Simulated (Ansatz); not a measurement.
System: chalcopyrite CuInS2. Method: revPBE (Ansatz, a quantum-chemistry and plane-wave program, plane waves, PAW).

Run with plane-wave cutoff 520 eV, 10×10×10 k mesh, Fermi–Dirac smearing 0.01 eV, no spin polarisation, scalar-relativistic PAW data made under PBE.

Shape and atoms are relaxed at each volume.

Pressure at four volumes; x = ln(V/22.430 Å³). One pressure is withheld.

```
V (Å³/atom)        x  P (GPa)
-----------  -------  -------
21.533       -0.0408        ?
21.982       -0.0202     1.25
22.430        0.0000     0.01
23.328        0.0393    -2.07
```

Question: Pass a parabola P(x) through the three rows shown, estimate the bulk modulus and its pressure derivative near zero pressure, and predict the withheld pressure.

Answer: Slopes between the rows: (0.01 − (1.25))/(0.0000 − (-0.0202)) = -61.39 and (-2.07 − (0.01))/(0.0393 − (0.0000)) = -52.93 GPa. Their difference over the span 0.0595 is c = 8.46/0.0595 = 142.2 GPa, so P(x) = 1.25 + (-61.39)(x − (-0.0202)) + 142.2 (x − (-0.0202))(x − (0.0000)). At the middle row B = −dP/dx = −[-61.39 + 142.2 × 0.0202] = 58.5 GPa, and B′ = dB/dP = 2c/B = 4.9. At x = -0.0408 the parabola gives 2.63 GPa; the run gives 2.65 GPa. The Birch–Murnaghan fit to the energies at all volumes has B0 = 58.4 GPa and B′ = 4.9.

Note: the gap of the solid is closed in this run; this level leaves the solid without a gap, although one is measured; the bulk modulus comes from volumes at which shape and atoms were relaxed.

Spin–orbit coupling is not included; it can open a gap where bands touch, and shift volumes and moduli.
